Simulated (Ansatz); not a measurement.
# BaTiO₃: pressure and energy less free atoms against volume per atom

All results are calculated (Ansatz 0.2.0). Periodic Kohn-Sham DFT of a crystal at fixed atoms; pressure and stress are positive in compression; the energy is the free energy less that of spherical unpolarised free atoms; site moments are those in the method's own spheres, positive along +z.

Cell of the first row (space group P4mm, No. 99):
```
cell vectors (Å)
   3.9181     0.0000     0.0000
   0.0000     3.9181     0.0000
   0.0000     0.0000     3.9360
atoms (fractions of the cell vectors)
Ba  0.00000  0.00000  0.00000
Ti  0.50000  0.50000  0.48200
O   0.50000  0.50000  0.01600
O   0.50000  0.00000  0.51500
O   0.00000  0.50000  0.51500
```

Settings of every row: method all-electron LAPW; functional PBEsol; relativity scalar; k mesh 7x7x7; filling fermi-dirac; smearing width 0.08 eV; basis error target 1 meV/atom; nucleus gaussian.

Atom start moment: 0 on all atoms.

Limits: no spin-orbit coupling on heavy atoms.

```
row  volume per atom (Å³)  pressure (GPa)  energy less free atoms (eV/atom)
  1                12.085               ?                                 ?
  2                12.342           3.627                            -8.217
  3                12.599           -0.19                           -8.2197
  4                12.728          -1.944                           -8.2189
  5                12.856          -3.602                           -8.2166
  6                12.985          -5.168                           -8.2131
  7                13.113          -6.651                           -8.2084
  8                13.371          -9.376                           -8.1955
  9                13.628         -11.808                           -8.1784
```

Question: what pressure and energy less free atoms should row 1 give?

Worked fit of pressure. Take u = (V_r/V)^(2/3) − 1 with V_r = 12.921 Å³ an atom, which is twice the finite (Eulerian) strain; such expansions in the strain, on which the Birch-Murnaghan equation of state is built, carry the rest volume and the bulk modulus. The shown rows have u = 0.03104, 0.01697, 0.01008, 0.00337, -0.00329, -0.00979, -0.02256, -0.03489. Least squares give pressure = −4.4019 + 236.676 × u + 703.6 × u² GPa; a straight line predicts inner rows, each left out in turn, worse (root mean square 0.23 against 0.0068 GPa). The rows lie off it by 0.005, -0.007, 0.001, -0.006, 0.005, 0.001, 0.007, -0.005 (root mean square 0.0051 GPa). The pressure vanishes at u = 0.0177, or V = 12.59 Å³ an atom, and there the bulk modulus at fixed shape and fractions is B = −V dP/dV = (2/3)(1 + u) dP/du = 177 GPa. Letting shape and atoms relax would as a rule lower it, by much in layered, chain or molecular crystals. The withheld row has u = 0.0456, so the fit gives −4.4019 + 236.676 × (0.0456) + 703.6 × (0.0456)² = 7.854 GPa.

The calculation gave 7.899 GPa. The fit lies 0.045 GPa (0.23 % of the column's range) below it; its largest miss of a shown row is 0.007 GPa. This row lies beyond the range of the fit.

Worked fit of energy less free atoms. Take u = (V_r/V)^(2/3) − 1 with V_r = 12.921 Å³ an atom, which is twice the finite (Eulerian) strain; such expansions in the strain, on which the Birch-Murnaghan equation of state is built, carry the rest volume and the bulk modulus. The shown rows have u = 0.03104, 0.01697, 0.01008, 0.00337, -0.00329, -0.00979, -0.02256, -0.03489. Least squares give energy less free atoms = −8.21502 − 0.5284 × u + 14.948 × u² eV/atom; a straight line predicts inner rows, each left out in turn, worse (root mean square 0.0049 against 4.4e-05 eV/atom). The rows lie off it by 0.0000, 0.0000, -0.0001, 0.0000, 0.0000, 0.0000, 0.0000, 0.0000. Its lowest point lies at u = 0.0177, or V = 12.59 Å³ an atom, and the curvature there gives the bulk modulus at fixed shape and fractions, B = (4/9)(1 + u)² E″(u)/V = 175 GPa. Letting shape and atoms relax would as a rule lower it, by much in layered, chain or molecular crystals. The withheld row has u = 0.0456, so the fit gives −8.21502 − 0.5284 × (0.0456) + 14.948 × (0.0456)² = -8.2080 eV/atom.

The calculation gave -8.2079 eV/atom. The fit lies 0.0001 eV/atom (0.24 % of the column's range) below it, one unit of the last digit. This row lies beyond the range of the fit.
